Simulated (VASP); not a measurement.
# TaN in VASP: further runs

One slab, TaN, is run at these levels: PBE; tasks: single point.

Program: VASP 6.6.1. These are calculated values, not measurements. Logs are shortened: lines on timing, memory, paths and dates and some standing lists are left out, and cuts for length are marked.

**1. The structure**

The cell holds a slab with vacuum, 10 atoms: a = 2.883 Å, b = 2.938 Å, c = 23.026 Å, α = 90.00°, β = 90.00°, γ = 90.00°.

**2. Single point, PBE**

INCAR reads:

```
SYSTEM = TaN
ALGO = Normal ; DIPOL = 0.5 0.5 0.500
EDIFF = 1E-7 ; ENCUT = 460
GGA = PE ; IDIPOL = 3
ISIF = 2 ; ISMEAR = 1
LASPH = .True. ; LCHARG = .False.
LDIPOL = .True. ; LREAL = .False.
LVACPOTAV = .True. ; LVHAR = .True.
LWAVE = .False. ; NBANDS = 58
NELM = 120 ; PREC = Accurate
SIGMA = 0.3
```

KPOINTS reads:

```
k-points
0
Gamma
  11 11 1
  0 0 0
```

POSCAR reads:

```
TaN
1.0
    2.8830000000      0.0000000000      0.0000000000
    0.0000000000      2.9379988584      0.0000000000
    0.0000000000      0.0000000000     23.0256538065
N Ta
5 5
Direct
    0.0000000000      0.5000000000      0.2605789199
    0.0000000000      0.0000000000      0.3710809569
    0.0000000000      0.5000000000      0.4815829938
    0.0000000000      0.0000000000      0.5920850308
    0.0000000000      0.5000000001      0.7025870677
    0.5000000000      0.0000000001      0.2974129323
    0.5000000000      0.5000000001      0.4079149692
    0.5000000000      0.0000000001      0.5184170062
    0.5000000000      0.5000000001      0.6289190431
    0.5000000000      0.0000000001      0.7394210801
```

Potentials or basis: VASP PAW PBE potentials, release 64 (N, Ta_pv).

Launch:

```
$ cat potpaw_PBE.64/N/POTCAR potpaw_PBE.64/Ta_pv/POTCAR > POTCAR
$ mpirun -np 1 vasp_std > vasp.out
```

OUTCAR:

```text
SYSTEM = TaN
   EDIFF = 1E-7
   ENCUT = 460
   GGA = PE
   ISIF = 2
   ISMEAR = 1
   LASPH = .True.
   LREAL = .False.
   NELM = 120
   PREC = Accurate

 Found     36 irreducible k-points:

 Following reciprocal coordinates:
            Coordinates               Weight
  0.000000  0.000000  0.000000      1.000000
  0.090909  0.000000  0.000000      2.000000
  0.181818  0.000000  0.000000      2.000000
  0.272727  0.000000  0.000000      2.000000
  0.363636  0.000000  0.000000      2.000000
  0.454545  0.000000  0.000000      2.000000
   k-points           NKPTS =     36   k-points in BZ     NKDIM =     36   number of bands    NBANDS=     58
   number of dos      NEDOS =    301   number of ions     NIONS =     10
   total plane-waves  NPLWV =  77760
   dimension x,y,z NGX =    20 NGY =   24 NGZ =  162
   dimension x,y,z NGXF=    40 NGYF=   48 NGZF=  324
   ions per type =               5   5
   NGX,Y,Z   is equivalent  to a cutoff of  11.53, 13.58, 11.70 a.u.
   NGXF,Y,Z  is equivalent  to a cutoff of  23.07, 27.16, 23.39 a.u.
 SYSTEM =  TaN
   PREC   = accura    normal or accurate (medium, high low for compatibility)
   ISTART =      0    job   : 0-new  1-cont  2-samecut
   ICHARG =      2    charge: 1-file 2-atom 10-const
   ISPIN  =      1    spin polarized calculation?
   LNONCOLLINEAR =      F non collinear calculations
   LSORBIT =      F    spin-orbit coupling
   LASPH  =      T    aspherical Exc in radial PAW
   ENCUT  =  460.0 eV  33.81 Ry    5.81 a.u.   5.04  5.14 40.27*2*pi/ulx,y,z
   NELM   =    120;   NELMIN=  2; NELMDL= -5     # of ELM steps
   EDIFF  = 0.1E-06   stopping-criterion for ELM
   LREAL  =      F    real-space projection
   EDIFFG = 0.1E-05   stopping-criterion for IOM
   NSW    =      0    number of steps for IOM
   IBRION =     -1    ionic relax: 0-MD 1-quasi-New 2-CG
   NFREE  =      0    steps in history (QN), initial steepest desc. (CG)
   ISIF   =      2    stress and relaxation
   ISYM   =      2    0-nonsym 1-usesym 2-fastsym
   POTIM  = 0.5000    time-step for ionic-motion
   TEBEG  =    0.0;   TEEND  =   0.0 temperature during run
   PSTRESS=    0.0 pullay stress
   NELECT =      80.0000    total number of electrons
   NUPDOWN=      -1.0000    fix difference up-down
   EMIN   =  10.00;   EMAX   =-10.00  energy-range for DOS
   EFERMI =   0.00;   METHOD = LEGACY
   ISMEAR =     1;   SIGMA  =   0.30  broadening in eV -4-tet -1-fermi 0-gaus
   EFERMI_NEDOS =   21; number of points for ismear=-14 and -15
   IALGO  =     38    algorithm
   IMIX   =      4    mixing-type and parameters
     AMIX     =   0.40;   BMIX     =  1.00
     AMIX_MAG =   1.60;   BMIX_MAG =  1.00
  volume/ion in A,a.u.               =      19.50       131.61
  Fermi-wavevector in a.u.,A,eV,Ry     =   1.216379  2.298622 20.130864  1.479577
  Thomas-Fermi vector in A             =   2.351734
   LORBIT       =      0    0 simple, 1 ext, 2 COOP (PROOUT), +10 PAW based schemes
   GGA     = PE    functional components
   LHFCALC =     F    Hartree Fock is set to
   AEXX    =    0.0000 exact exchange contribution
   IVDW    =     0    specifies the selected vdW correction
   LEPSILON=     F    determine dielectric tensor
   LRPA    =     F    only Hartree local field effects (RPA)
 non-spin polarized calculation
 Methfessel and Paxton  Order N= 1 SIGMA  =   0.30
  energy-cutoff  :      460.00
  volume of cell :      195.03
 maximum number of plane-waves:      4397
   NGX = 11   NGY = 11   NGZ = 81

 dipolmoment           0.000000      0.000000      0.013315 electrons x Angstroem

 number of electron      80.0000012 magnetization

 dipolmoment           0.000000      0.000000     -0.054520 electrons x Angstroem

 Free energy of the ion-electron system (eV)
  ---------------------------------------------------
  ext. energy  EPLUGINS =         0.00000000
  ---------------------------------------------------
  free energy    TOTEN  =      -109.00601659 eV

  energy without entropy =     -109.00113197  energy(sigma->0) =     -109.00438838

 E-fermi :   1.7568     XC(G=0):  -8.2534

 val. band max:        1.7259005678   @ k =   0.0000   0.3636   0.0000
 cond. band min:       1.7684169894   @ k =   0.0909   0.2727   0.0000
 fundamental gap:      0.0425164217
 Fermi energy:         1.7567941529

 k-point     1 :       0.0000    0.0000    0.0000
  band No.  band energies     occupation
      1     -33.5781      2.00000
      2     -33.3035      2.00000
      3     -33.0866      2.00000
      4     -32.9594      2.00000
      5     -32.8971      2.00000
      6     -32.8550      2.00000
[... 44 lines left out ...]
     51       5.6413     -0.00000
     52       5.7638     -0.00000

 k-point     2 :       0.0909    0.0000    0.0000
  band No.  band energies     occupation
      1     -33.5661      2.00000
      2     -33.2930      2.00000
      3     -33.0788      2.00000
      4     -32.9713      2.00000
      5     -32.9523      2.00000
      6     -32.8931      2.00000
[... 44 lines left out ...]
     51       5.5679     -0.00000
     52       5.8636     -0.00000

 k-point     3 :       0.1818    0.0000    0.0000
  band No.  band energies     occupation
      1     -33.5340      2.00000
      2     -33.2665      2.00000
      3     -33.1714      2.00000
      4     -33.0745      2.00000
      5     -33.0518      2.00000
      6     -33.0229      2.00000
[... 44 lines left out ...]
     51       5.6612     -0.00000
     52       5.8349     -0.00000

 k-point     4 :       0.2727    0.0000    0.0000
  band No.  band energies     occupation
      1     -33.4926      2.00000
      2     -33.4224      2.00000
      3     -33.3117      2.00000
      4     -33.2584      2.00000
      5     -33.2165      2.00000
      6     -33.0689      2.00000
[... 44 lines left out ...]
     51       5.4366     -0.00000
     52       6.3732     -0.00000

 k-point     5 :       0.3636    0.0000    0.0000
  band No.  band energies     occupation
      1     -33.6428      2.00000
      2     -33.5233      2.00000
      3     -33.4648      2.00000
      4     -33.4421      2.00000
      5     -33.2755      2.00000
      6     -33.1856      2.00000
[... 44 lines left out ...]
     51       5.7054     -0.00000
     52       6.0906     -0.00000

 k-point     6 :       0.4545    0.0000    0.0000
  band No.  band energies     occupation
      1     -33.7703      2.00000
      2     -33.6420      2.00000
      3     -33.5783      2.00000
      4     -33.4251      2.00000
      5     -33.3975      2.00000
      6     -33.1651      2.00000
[... 44 lines left out ...]
     51       5.7880     -0.00000
     52       5.9687     -0.00000

 [... further k-points ...]

 [bands above 52 left out]

------------------------ aborting loop because EDIFF is reached ----------------------------------------

  FORCE on cell =-STRESS in cart. coord.  units (eV):
  Direction    XX          YY          ZZ          XY          YZ          ZX
  --------------------------------------------------------------------------------------
  -------------------------------------------------------------------------------------
  Total       -3.5070077     -4.9607182      1.3647143      0.0000000      0.0000000      0.0000000
  in kB      -28.8097221    -40.7518097     11.2109931      0.0000000      0.0000000      0.0000000
  external PRESSURE =     -19.4501796 kB  Pullay stress =       0.0000000 kB

 VOLUME and BASIS-vectors are now :
 -----------------------------------------------------------------------------
  energy-cutoff  :      460.00
  volume of cell :      195.03
      direct lattice vectors                 reciprocal lattice vectors
     2.883000000  0.000000000  0.000000000     0.346860909  0.000000000  0.000000000
     0.000000000  2.937998858  0.000000000     0.000000000  0.340367729  0.000000000
     0.000000000  0.000000000 23.025653806     0.000000000  0.000000000  0.043429820

 POSITION                                       TOTAL-FORCE (eV/Angst)
 -----------------------------------------------------------------------------------
      0.00000      1.46900      6.00000         0.000000      0.000000      2.773890
      0.00000      0.00000      8.54438         0.000000      0.000000      0.084344
      0.00000      1.46900     11.08876         0.000000      0.000000      0.134250
      0.00000      0.00000     13.63314         0.000000      0.000000      0.020739
      0.00000      1.46900     16.17753         0.000000      0.000000     -0.226959
      1.44150      0.00000      6.84813         0.000000      0.000000     -3.498734
      1.44150      1.46900      9.39251         0.000000      0.000000      0.213608
      1.44150      0.00000     11.93689         0.000000      0.000000     -0.137216
      1.44150      1.46900     14.48127         0.000000      0.000000      0.328140
      1.44150      0.00000     17.02565         0.000000      0.000000      0.307937
 -----------------------------------------------------------------------------------
    total drift:                               -0.000000     -0.000000     -0.000172

  FREE ENERGIE OF THE ION-ELECTRON SYSTEM (eV)
  ---------------------------------------------------
  free  energy   TOTEN  =      -109.0060165894 eV

  energy  without entropy=     -109.0011319732  energy(sigma->0) =     -109.00438838

 vacuum level on the upper side and lower side of the slab         7.111         8.277
```

Wall time 15 min (1 thread of Intel Xeon Platinum 8488C (Sapphire Rapids), shared host); peak memory 0.42 GiB.

These settings aren't checked as converged: the numbers below hold their error.

Results:

- Free energy: -109.0060 eV
- Largest force: 3.499 eV/Å
- Band gap on the k mesh: none (metal or under the smearing width)
- Work function of the upper face: 5.35 eV
- Work function of the lower face: 6.52 eV

Caveat: the cutoff is under 1.25 times the usual one of these potentials, so pressure, stress and relaxed cells hold a basis-set (Pulay) error.

**3. Single point, PBE**

Edit INCAR of step 2 so:

```diff
@@ -2,3 +2,3 @@
 ALGO = Normal ; DIPOL = 0.5 0.5 0.500
-EDIFF = 1E-7 ; ENCUT = 460
+EDIFF = 1E-5 ; ENCUT = 460
 GGA = PE ; IDIPOL = 3
@@ -10,2 +10,2 @@
 NELM = 120 ; PREC = Accurate
-SIGMA = 0.3
+SIGMA = 0.1
```

KPOINTS is that of step 2.

POSCAR is that of step 2.

Potentials or basis: VASP PAW PBE potentials, release 64 (N, Ta_pv).

Launch:

```
$ cat potpaw_PBE.64/N/POTCAR potpaw_PBE.64/Ta_pv/POTCAR > POTCAR
$ mpirun -np 1 vasp_std > vasp.out
```

It took 8.8 min on 1 thread of Intel Xeon Platinum 8488C (Sapphire Rapids), shared host; peak memory 0.4 GiB.

The run converged, but some of its settings lie outside the range that counts as converged, so its numbers aren't taken as properties of the slab.

What came out:

- Free energy: -109.0150 eV
- Largest force: 3.485 eV/Å
- Band gap on the k mesh: none (metal or under the smearing width)

Caveat: the cutoff is under 1.25 times the usual one of these potentials, so pressure, stress and relaxed cells hold a basis-set (Pulay) error.
